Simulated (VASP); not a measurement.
Here is a VASP 6.6.1 calculation.

The input INCAR:

```
PREC     = Accurate       # precision mode
ENCUT    = 520            # plane-wave cutoff, eV
EDIFF    = 1E-6           # SCF threshold, eV
ISMEAR   = 0              # smearing method
SIGMA    = 0.01           # smearing width, eV
LREAL    = False          # projectors in reciprocal space
LASPH    = True           # aspherical terms in the spheres
NELM     = 80             # most SCF steps
ALGO     = Normal         # electronic algorithm
ISIF     = 2              # what is computed and relaxed
LWAVE    = False          # write WAVECAR
LCHARG   = False          # write CHGCAR
GGA      = PE             # functional
NBANDS   = 17             # bands
```

The input KPOINTS:

```
Automatic mesh
0
Gamma
  6 6 6
```

Contents of POSCAR:

```
PbSe
1.0
    0.0000000000      3.0606500000      3.0606500000
    3.0606500000      0.0000000000      3.0606500000
    3.0606500000      3.0606500000      0.0000000000
Pb Se
1 1
Direct
    0.0000000000      0.0000000000      0.0000000000
    0.5000000000      0.5000000000      0.5000000000
```

Potentials or basis: VASP PAW PBE potentials, release 64 (Pb_d, Se).

Run with:

```console
$ cat potpaw_PBE.64/Pb_d/POTCAR potpaw_PBE.64/Se/POTCAR > POTCAR
$ mpirun -np 1 vasp_std > vasp.out
```

Estimate the pressure.

2.4 GPa.

Estimate the band gap on the k mesh.

0.29 eV, direct.

Caveat: spin-orbit coupling is left out, which moves the levels of the heavy elements.

**Experimental background.**

From a printed reference work, monograph, for a bulk crystal of PbSe at 4.2 K: band gap 0.15 eV (direct).

Measured gap of PbSe: 0.15 eV (direct; 4.2 K; a printed reference work, monograph). This calculation gives 0.29 eV (+0.14 eV). 2 values of this kind are on record (0.15 to 0.28 eV); this one was drawn at random. Spin-orbit coupling on Pb, Se is left out. The value is that of PBE on a finite k mesh, which can miss the band edges, without temperature or zero-point motion.
